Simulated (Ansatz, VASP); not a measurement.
## AgCl in VASP and in Ansatz

```
CELL_PARAMETERS angstrom
0.00000 2.55289 2.55289
2.55289 0.00000 2.55289
2.55289 2.55289 0.00000
ATOMIC_POSITIONS crystal
Ag 0.50000 0.50000 0.50000
Cl 0.00000 0.00000 0.00000
```

Alike in both runs: functional PBE; k mesh 10 × 10 × 10; no spin polarisation.

Ansatz relaxed the structure, and its values are those at the end. VASP's run is a single point on that final structure, the one shown.

|  | VASP | Ansatz |
| --- | --- | --- |
| version | VASP 6.6.1 | Ansatz 0.2.0 |
| potentials or method | VASP PAW PBE potentials, release 64 (Ag, Cl) | scalar-relativistic, plane waves, PAW |
| plane-wave cutoff (eV) | 520 | 420 |
| occupations | gaussian, width 0.01 eV | fixed |
| valence electrons in the cell | 18 | 26 |

Ansatz gave:

```
gap on the k mesh at the Fermi level (eV) : 1.01
least direct gap on the mesh (eV)         : 3.40
pressure (GPa)                            : 25.0
```

**Question.** Which values does VASP return?

**Answer.** gap on the k mesh at the Fermi level (eV): 1.01; least direct gap on the mesh (eV): 3.41; pressure (GPa): 24.8.

The two sets of potentials don't hold the same shells in valence.

Caveats: so large a pressure means that the cell lies far from this level's equilibrium, or that cutoff or potentials fall short (VASP). As with any semilocal functional, this PBE gap is likely too small. A k mesh can miss the band edges.
